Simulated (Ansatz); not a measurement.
Pt: strain energy, fitted

Pt, Fm-3m, a = 3.918 Å. Ansatz: PBEsol, PAW, 420 eV, Γ-centred 18×18×14 mesh on 2 atoms, Gaussian smearing 0.10 eV; no spin polarisation. Series: strain along c alone, the other axes held, atoms fixed by symmetry; x is the strain in per cent. The axes a, b, c are those of the computed cell (2.770, 2.770, 3.918 Å), along [1 1 0], [-1 1 0], [0 0 1] of the cell named above. y is the free energy over the unstrained cell, V0 = 15.037 Å³/atom.

```
x (%) y (meV/atom)
 -3.0             ?
 -2.0          6.79
 -1.0          1.63
  0.0          0.00
  1.0          1.67
  2.0          6.47
  3.0         14.21
```

Problem. Fit y = c2 x² + c3 x³ to the other rows, turn c2 into a modulus, and predict the missing energy.

Solution. Least squares on the rows shown. y = 1.6518 x² − 0.023546 x³. In eV per unit strain² c2 is 16.52; this is C33 with relaxed ions (E = ½ C33 V0 ε²): 2 × 16.52 × 160.2 / (15.037) = 352 GPa. The unstrained cell keeps some stress along the strain, worth a slope of 0.05 meV/atom per %, which the form leaves out. At x = -3.0 the fit asked for gives 15.50 meV/atom. The run gave 15.72 meV/atom, so the fit is 0.22 meV/atom too low, 1.4 % of the span of the series, against an rms of 0.04 meV/atom on the fitted rows. The row lies outside the fitted range. With a term in x⁴ added, a fit to the same known rows predicts 15.28 meV/atom, further off still.

Spin–orbit coupling is left out, which can shift energies with elements as heavy as these.